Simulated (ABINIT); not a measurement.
# MoS2 (R3m) in ABINIT: notebook

Aim: see how the results for MoS2 move with the level of theory and the settings. Levels: LDA, WC, PBE. Tasks: single point.

Program: ABINIT 10.8.3 (patched build). These are calculated values, not measurements. Logs are shortened: lines on timing, memory, paths and dates and some standing lists are left out, and cuts for length are marked. The log counts tension as positive stress, the text compression.

## (1) Starting point

The structure is trigonal, space group R3m (No. 160). Conventional cell: a = 3.160 Å, b = 3.160 Å, c = 18.450 Å, α = 90.00°, β = 90.00°, γ = 120.00°. Mo (site symmetry 3m) has 6 S at 2.39 Å as nearest neighbours. S (site symmetry 3m) has 3 Mo at 2.39 Å as nearest neighbours. S (site symmetry 3m) has 3 Mo at 2.39 Å as nearest neighbours.

Measurements of this composition are mostly on another form, of space group No. 194.

## (2) Single point, LDA

The input, run.abi:

```
# Pseudopotentials
pp_dirpath "./"
pseudos "Mo.upf, S.upf"

# Structure
acell 3*1.0 Angstrom
rprim
     1.5800000000     0.9122134253     6.1500000000
    -1.5800000000     0.9122134253     6.1500000000
     0.0000000000    -1.8244268506     6.1500000000
ntypat 2
znucl 42 16
natom 3
typat 1 2 2
xred
     0.0000000000     0.0000000000     0.0000000000
     0.4170000000     0.4170000000     0.4170000000
     0.2500000000     0.2500000000     0.2500000000

# Plane-wave basis
ecut 40.0

# k points
kptopt 1
ngkpt 8 8 8
nshiftk 1
shiftk 0.0 0.0 0.0

# Exchange and correlation
ixc 7

# Bands and occupations
nband 17
occopt 3
tsmear 0.05 eV

# SCF cycle
nstep 100
tolvrs 1.0e-10

# Output
iomode 3
prtwf 0
prteig 0
prtebands 0
enunit 1
prtden 1
prtvha 1
prtvclmb 1
prtpot 1
prtelf 1
```

Potentials or basis: PseudoDojo NC SR LDA v0.4.1 standard.

On the command line:

```console
$ abinit run.abi > log 2>&1
```

run.abo:

```text
.Version 10.8.3 of ABINIT
 Symmetries : space group R3 m (#160); Bravais hR (rhombohedral)
================================================================================
 Values of the parameters that define the memory need of the present run
     intxc =       0    ionmov =       0      iscf =       7    lmnmax =       6
     lnmax =       6     mgfft =      72  mpssoang =       3    mqgrid =    3001
     natom =       3  nloc_mem =       1    nspden =       1   nspinor =       1
    nsppol =       1      nsym =       6    n1xccc =    2501    ntypat =       2
    occopt =       3   xclevel =       1
       mpw =        4389          nfft =      373248          nkpt =          65
================================================================================
================================================================================

--------------------------------------------------------------------------------
------------- Echo of variables that govern the present computation ------------
--------------------------------------------------------------------------------
 -outvars: echo values of preprocessed input variables --------
            acell      1.8897261259E+00  1.8897261259E+00  1.8897261259E+00 Bohr
              amu      9.59400000E+01  3.20660000E+01
             ecut      4.00000000E+01 Hartree
           enunit           1
                       outvar_i_n : Printing only first  50 k-points.
              ixc           7
                       outvar_i_n : Printing only first  50 k-points.
         kptrlatt        8    0    0      0    8    0      0    0    8
          kptrlen      4.77722765E+01
            natom           3
            nband          17
            ngfft          72      72      72
             nkpt          65
            nstep         100
             nsym           6
           ntypat           2
                       prtocc : prtvol=0, do not print more k-points.
           occopt           3
        prtebands           0
           prteig           0
           prtelf           1
           prtpot           1
         prtvclmb           1
           prtvha           1
            prtwf           0
            rprim      1.5800000000E+00  9.1221342530E-01  6.1500000000E+00
                      -1.5800000000E+00  9.1221342530E-01  6.1500000000E+00
                       0.0000000000E+00 -1.8244268506E+00  6.1500000000E+00
          spgroup         160
           tolvrs      1.00000000E-10
           tsmear      1.83746611E-03 Hartree
            typat      1  2  2
                       outvars : Printing only first  50 k-points.
           xangst      0.0000000000E+00  0.0000000000E+00  0.0000000000E+00
                      -3.8351262239E-17 -2.6932164767E-17  7.6936500000E+00
                       0.0000000000E+00  0.0000000000E+00  4.6125000000E+00
            xcart      0.0000000000E+00  0.0000000000E+00  0.0000000000E+00
[... 129 lines left out ...]

 ----iterations are completed or convergence reached----

 Mean square residual over all n,k,spin=   23.686E-13; max=  99.751E-11
 reduced coordinates (array xred) for    3 atoms
       0.000000000000      0.000000000000      0.000000000000
       0.417000000000      0.417000000000      0.417000000000
       0.250000000000      0.250000000000      0.250000000000
 rms dE/dt=  1.6269E-02; max dE/dt=  2.0792E-02; dE/dt below (all hartree)
    1      -0.018925749388     -0.018925749388     -0.018925749388
    2      -0.001866666171     -0.001866666171     -0.001866666171
    3       0.020792428248      0.020792428248      0.020792428248

 cartesian coordinates (angstrom) at end:
    1      0.00000000000000     0.00000000000000     0.00000000000000
    2     -0.00000000000000    -0.00000000000000     7.69365000000000
    3      0.00000000000000     0.00000000000000     4.61250000000000

 cartesian forces (hartree/bohr) at end:
    1      0.00000000000000    -0.00000000000000     0.00162846788730
    2      0.00000000000000     0.00000000000000     0.00016061779440
    3     -0.00000000000000     0.00000000000000    -0.00178908568169
 frms,max,avg= 8.0818956E-04 1.7890857E-03   0.000E+00  0.000E+00 -3.640E-10 h/b

 cartesian forces (eV/Angstrom) at end:
    1      0.00000000000000    -0.00000000000000     0.08373918564054
    2      0.00000000000000     0.00000000000000     0.00825929906689
    3     -0.00000000000000     0.00000000000000    -0.09199848470743
 frms,max,avg= 4.1558778E-02 9.1998485E-02   0.000E+00  0.000E+00 -1.872E-08 e/A
 length scales=  1.889726125908  1.889726125908  1.889726125908 bohr
              =  1.000000000000  1.000000000000  1.000000000000 angstroms
 Fermi (or HOMO) energy (eV) =   8.85713   Average Vxc (eV)= -11.28047
 Eigenvalues (   eV  ) for nkpt=  65  k points:
 kpt#   1, nband= 17, wtk=  0.00195, kpt=  0.0000  0.0000  0.0000 (reduced coord)
 -53.00549  -27.23617  -26.99189  -26.99189   -6.65250   -4.90501    1.38256    4.94491
   4.94491    6.08738    6.08738    7.17895    7.23262   10.44539   10.44539   10.88007
  10.88007
 prteigrs : prtvol=0 or 1, do not print more k-points.

--- !EnergyTerms
iteration_state     : {dtset: 1, }
comment             : Components of total free energy in Hartree
kinetic             :  3.00371435065829E+01
hartree             :  2.75213692165456E+01
xc                  : -1.66426892256276E+01
Ewald energy        : -5.94751984563713E+01
psp_core            :  2.40264285646888E+00
local_psp           : -8.81093447835184E+01
non_local_psp       :  1.16709064175654E+01
internal            : -9.25951704683546E+01
'-kT*entropy'       : -6.65345273352928E-08
total_energy        : -9.25951705348891E+01
total_energy_eV     : -2.51964294993735E+03
band_energy         : -8.17294567427554E+00
...

 Cartesian components of stress tensor (hartree/bohr^3)
  sigma(1 1)=  1.07990172E-04  sigma(3 2)=  0.00000000E+00
  sigma(2 2)=  1.07990172E-04  sigma(3 1)=  0.00000000E+00
  sigma(3 3)=  2.31024111E-05  sigma(2 1)=  0.00000000E+00

-Cartesian components of stress tensor (GPa)         [Pressure= -2.3447E+00 GPa]
- sigma(1 1)=  3.17718055E+00  sigma(3 2)=  0.00000000E+00
- sigma(2 2)=  3.17718056E+00  sigma(3 1)=  0.00000000E+00
- sigma(3 3)=  6.79696400E-01  sigma(2 1)=  0.00000000E+00

== END DATASET(S) ==============================================================
================================================================================

 -outvars: echo values of variables after computation  --------
            acell      1.8897261259E+00  1.8897261259E+00  1.8897261259E+00 Bohr
           etotal     -9.2595170535E+01
            fcart      1.6230222802E-19 -4.0213173784E-20  1.6284678873E-03
                       1.5462736476E-19  8.8272282620E-21  1.6061779440E-04
                      -3.1692959277E-19  3.1385945522E-20 -1.7890856817E-03
            rprim      1.5800000000E+00  9.1221342530E-01  6.1500000000E+00
                      -1.5800000000E+00  9.1221342530E-01  6.1500000000E+00
                       0.0000000000E+00 -1.8244268506E+00  6.1500000000E+00
           strten      1.0799017203E-04  1.0799017232E-04  2.3102411065E-05
                       0.0000000000E+00  0.0000000000E+00  0.0000000000E+00
           xangst      0.0000000000E+00  0.0000000000E+00  0.0000000000E+00
                      -3.8351262239E-17 -2.6932164767E-17  7.6936500000E+00
                       0.0000000000E+00  0.0000000000E+00  4.6125000000E+00
             xred      0.0000000000E+00  0.0000000000E+00  0.0000000000E+00
                       4.1700000000E-01  4.1700000000E-01  4.1700000000E-01
                       2.5000000000E-01  2.5000000000E-01  2.5000000000E-01
 Calculation completed.
```

Run time: 9.7 min. Hardware: 1 thread of Arm Neoverse V1, shared host; peak memory 0.22 GiB.

What came out:

```yaml
Free_energy: -2519.6429 eV
Pressure: -2.3 GPa
Largest_force: 0.092 eV/Å
Band_gap_on_the_k_mesh: 0.96 eV, indirect (least direct gap 2.02 eV)
Valence_electrons_inside_the_program's_atomic_spheres: Mo 10.54; S 3.94
```

Forces in eV/Å, atoms in the order of the input:
```
Mo   0.000  0.000  0.084
S    0.000  0.000  0.008
S    0.000  0.000 -0.092
```

Stress tensor (GPa, compression positive):
```
-3.18  0.00  0.00
 0.00 -3.18  0.00
 0.00  0.00 -0.68
```

## (3) Single point, WC

run.abi, as its differences from that of step 2:

```diff
@@ -20,3 +20,3 @@
 # Plane-wave basis
-ecut 40.0
+ecut 36.0
 
@@ -29,3 +29,3 @@
 # Exchange and correlation
-ixc 7
+ixc 23
 
@@ -34,3 +34,3 @@
 occopt 3
-tsmear 0.05 eV
+tsmear 0.00183747
 
@@ -43,2 +43,3 @@
 prtwf 0
+prtden 0
 prteig 0
@@ -46,6 +47 @@
 enunit 1
-prtden 1
-prtvha 1
-prtvclmb 1
-prtpot 1
-prtelf 1
```

Potentials or basis: PseudoDojo NC SR PBEsol v0.4 stringent.

On the command line:

```console
$ abinit run.abi > log 2>&1
```

run.abo:

```text
.Version 10.8.3 of ABINIT
 Symmetries : space group R3 m (#160); Bravais hR (rhombohedral)
================================================================================
 Values of the parameters that define the memory need of the present run
     intxc =       0    ionmov =       0      iscf =       7    lmnmax =       6
     lnmax =       6     mgfft =      72  mpssoang =       3    mqgrid =    3001
     natom =       3  nloc_mem =       1    nspden =       1   nspinor =       1
    nsppol =       1      nsym =       6    n1xccc =    2501    ntypat =       2
    occopt =       3   xclevel =       2
       mpw =        3724          nfft =      373248          nkpt =          65
================================================================================
================================================================================

--------------------------------------------------------------------------------
------------- Echo of variables that govern the present computation ------------
--------------------------------------------------------------------------------
 -outvars: echo values of preprocessed input variables --------
            acell      1.8897261259E+00  1.8897261259E+00  1.8897261259E+00 Bohr
              amu      9.59400000E+01  3.20660000E+01
             ecut      3.60000000E+01 Hartree
           enunit           1
                       outvar_i_n : Printing only first  50 k-points.
              ixc          23
                       outvar_i_n : Printing only first  50 k-points.
         kptrlatt        8    0    0      0    8    0      0    0    8
          kptrlen      4.77722765E+01
            natom           3
            nband          17
[... 187 lines left out ...]
internal            : -9.24893055659762E+01
'-kT*entropy'       : -5.35225180574256E-08
total_energy        : -9.24893056194988E+01
total_energy_eV     : -2.51676221883476E+03
band_energy         : -8.08438955600757E+00
...

 Cartesian components of stress tensor (hartree/bohr^3)
  sigma(1 1)= -8.25260329E-06  sigma(3 2)=  0.00000000E+00
  sigma(2 2)= -8.25260300E-06  sigma(3 1)=  0.00000000E+00
  sigma(3 3)= -1.00627535E-04  sigma(2 1)=  0.00000000E+00

-Cartesian components of stress tensor (GPa)         [Pressure=  1.1487E+00 GPa]
- sigma(1 1)= -2.42799971E-01  sigma(3 2)=  0.00000000E+00
- sigma(2 2)= -2.42799963E-01  sigma(3 1)=  0.00000000E+00
- sigma(3 3)= -2.96056430E+00  sigma(2 1)=  0.00000000E+00

== END DATASET(S) ==============================================================
================================================================================

 -outvars: echo values of variables after computation  --------
            acell      1.8897261259E+00  1.8897261259E+00  1.8897261259E+00 Bohr
           etotal     -9.2489305619E+01
            fcart     -2.5218551105E-19  9.7295401666E-19  1.6836758704E-03
                       7.3008648054E-20  1.0536331447E-18  5.2674547870E-03
                       1.7917686300E-19 -2.0265871613E-18 -6.9511306574E-03
            rprim      1.5800000000E+00  9.1221342530E-01  6.1500000000E+00
                      -1.5800000000E+00  9.1221342530E-01  6.1500000000E+00
                       0.0000000000E+00 -1.8244268506E+00  6.1500000000E+00
           strten     -8.2526032870E-06 -8.2526029977E-06 -1.0062753510E-04
                       0.0000000000E+00  0.0000000000E+00  0.0000000000E+00
           xangst      0.0000000000E+00  0.0000000000E+00  0.0000000000E+00
                      -3.8351262239E-17 -2.6932164767E-17  7.6936500000E+00
                       0.0000000000E+00  0.0000000000E+00  4.6125000000E+00
             xred      0.0000000000E+00  0.0000000000E+00  0.0000000000E+00
                       4.1700000000E-01  4.1700000000E-01  4.1700000000E-01
                       2.5000000000E-01  2.5000000000E-01  2.5000000000E-01
 Calculation completed.
```

Wall time 9.4 min (1 thread of Arm Neoverse V1, shared host); peak memory 0.24 GiB.

Results:

```yaml
Free_energy: -2516.7622 eV
Pressure: 1.1 GPa
Largest_force: 0.357 eV/Å
Band_gap_on_the_k_mesh: 0.99 eV, indirect (least direct gap 2.02 eV)
Valence_electrons_inside_the_program's_atomic_spheres: Mo 10.53; S 3.94
```

Forces on the atoms (eV/Å):
```
Mo   0.000  0.000  0.087
S    0.000  0.000  0.271
S    0.000  0.000 -0.357
```

Caveat: the potentials were made for another functional, which shifts forces and pressure.

(Part 1 of 2 ends here.)
